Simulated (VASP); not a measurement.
Data:

```
CELL_PARAMETERS angstrom
      3.53786     0.00000     0.00000
     -1.76893     3.06388     0.00000
      0.00000     0.00000     5.71669
ATOMIC_POSITIONS crystal
  In 0.33333 0.66667 0.99811
  In 0.66667 0.33333 0.49811
  N  0.33333 0.66667 0.37689
  N  0.66667 0.33333 0.87689
```

Level of theory: PBEsol GGA, VASP's PBE PAW potentials (set 64) (plane waves; VASP 6.6.1). Settings: 520 eV cut-off, Gaussian smearing of 0.050 eV, potentials In_d N.

Q: Give the energies of bands 13 to 20 at the high-symmetry points, in eV from the Fermi level.

A: 
```
band      Γ      M      K      A      L      H
----  -----  -----  -----  -----  -----  -----
13    -5.84  -5.44  -4.65  -3.42  -5.49  -5.19
14    -0.89  -4.54  -4.65  -3.42  -5.49  -5.19
15    -0.89  -3.45  -4.32  -0.45  -1.65  -3.37
16    -0.30  -2.35  -2.40  -0.45  -1.65  -3.37
17    -0.02  -1.74  -2.40  -0.45  -1.58  -1.26
18     0.00  -0.89  -2.16  -0.45  -1.58  -1.26
19     0.00   3.78   4.80   2.30   3.33   5.14
20     2.71   4.37   5.71   2.30   3.33   5.14
```

It has no gap at this level: it comes out as a metal or semimetal.

The structure was generated: InN was put into the wurtzite type (P6_3mc), which need not be its known phase. It was relaxed first.
